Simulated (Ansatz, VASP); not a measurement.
## Two plane-wave programs on Ru

```xyz
4
Lattice="4.1018 0.0000 0.0000 -2.0509 3.5523 0.0000 0.0000 0.0000 4.7949" Properties=species:S:1:pos:R:3 pbc="T T T"
Ru    0.0000    0.0000    1.1987
Ru    0.0000    0.0000    3.5961
Ru    0.0000    2.3682    3.5961
Ru    2.0509    1.1841    1.1987
```

Alike in both runs: functional r2SCAN; k mesh 6 × 6 × 2; occupations gaussian, width 0.1 eV; no spin polarisation.

Ansatz relaxed the structure, and its values are those at the end. VASP's run is a single point on that final structure, the one shown.

|  | VASP | Ansatz |
| --- | --- | --- |
| version | VASP 6.6.1 | Ansatz 0.2.0 |
| potentials or method | VASP PAW PBE potentials, release 64 (Ru_pv) | scalar-relativistic, plane waves, PAW |
| plane-wave cutoff (eV) | 520 | 500 |
| valence electrons in the cell | 56 | 64 |

VASP gave:

```
gap on the k mesh at the Fermi level (eV) : none
pressure (GPa)                            : 1.0
```

Problem. Which values does Ansatz return?

Solution. gap on the k mesh at the Fermi level (eV): none; pressure (GPa): 0.0.

A gap of «none» marks a metal or a gap that the smearing closes. The two sets of potentials don't hold the same shells in valence.

Caveats: the k mesh is coarse (spacing up to 0.66 Å⁻¹), so the values aren't converged; the PAW data sets were made with another functional, which shifts forces and pressure a little (VASP).
